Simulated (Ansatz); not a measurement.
BN at 16 GPa: from Born charge to LO–TO splitting and polaron coupling

Theory: DFT PBE, scalar-relativistic, plane waves, PAW in Ansatz. Plane waves to 420 eV; Γ-centred k mesh 12×12×12; fixed occupations. No spin polarisation. Phonons by linear response, acoustic sum rule imposed.

The cell, relaxed at 16 GPa:
```
CELL_PARAMETERS angstrom
0.00000 1.78833 1.78833
1.78833 0.00000 1.78833
1.78833 1.78833 0.00000
ATOMIC_POSITIONS crystal
B 0.00000 0.00000 0.00000
N 0.75000 0.75000 0.75000
```

Linear response gives ν_TO = 1078.3 cm⁻¹, Born charges ±1.895 e (positive on B) and ε∞ = 4.575. The primitive cell holds 11.439 Å³, and the masses are 10.810 and 14.007 amu.

Question: Find ν_LO and the static dielectric constant.

Answer: The long-wave field adds a restoring force: ω_LO² − ω_TO² = Z*²e²/(ε_vac ε∞ μV). In these units ν_LO² − ν_TO² = 4.92064×10⁷ Z*²/(μ V ε∞) cm⁻², with μ = m₁m₂/(m₁ + m₂) = 6.101 amu: 553686 cm⁻². So ν_LO = √(1078.3² + 553686) = 1310.2 cm⁻¹, and the run gives 1310.2. Lyddane–Sachs–Teller then gives ε0 = ε∞ (ν_LO/ν_TO)² = 6.75, against 6.75 in the run (it forms both from the same three quantities, so the match checks the arithmetic only). Between ν_TO and ν_LO the dielectric function is negative and an undamped crystal reflects fully: a reststrahlen band from 7.6 to 9.3 μm.

Question: What do the Clausius–Mossotti polarisability and the Szigeti charge come to?

Answer: With the Lorentz local field, α = (3V/4π)(ε∞ − 1)/(ε∞ + 2) = 1.48 Å³ for the pair, and e_S = 3Z*/(ε∞ + 2) = 0.86 e. The Born charge includes the electrons' response to the dipole's own local field, and e_S takes that enhancement out. The Lorentz field assumes point-like polarisable ions, a poor picture once ε∞ is this large, since the electron clouds then overlap or are shared, so both numbers are formal here.

Question: How strongly does a slow electron couple to the LO mode?

Answer: For one isotropic parabolic band, Fröhlich's constant is α_F = (1/ε∞ − 1/ε0) √(m* Ry/ħω_LO), with Ry = 13.606 eV, ħω_LO = 162.4 meV and m* in free-electron masses: α_F = 0.0705 × 9.15 × √m* = 0.65 √m*. The band mass isn't part of this run; for m* = 0.1, 0.3 and 1 it gives 0.20, 0.35, 0.65. In weak coupling the polaron lies α_F ħω_LO below the band edge (57 meV at m* = 0.3) with a mass m*(1 + α_F/6); past α_F of about 5 or 6 that expansion fails. A semilocal functional's ε∞ tends to be too large, which taken alone lowers α_F.

Cost: 1 run of about 0.21 core-minutes, on Arm Neoverse V1 (shared hosts).

The Born charge of 1.895 e, well below the formal trivalent charge, fits a polar but strongly covalent sp³ network. The large LO–TO splitting doesn't imply a soft, highly polarisable lattice: light atoms and a small cell magnify the effect of the charge on the frequencies, while stiff B–N bonds limit the ionic displacement in a static field. Electrons therefore provide most of the screening, and the lattice raises the dielectric constant only from 4.575 to 6.75. That small ionic share, together with the high LO energy, keeps the Fröhlich coupling weak for all the trial masses.

Both frequencies are only slightly above the familiar ambient values for cubic BN, less than the known stiffening under pressure would suggest; PBE's tendency to underbind probably leaves the bonds somewhat soft. The polaron shift is best read as a scale for long-range coupling, since the conduction valleys of cubic BN lie near X and are anisotropic, and short-range deformation coupling is not included.
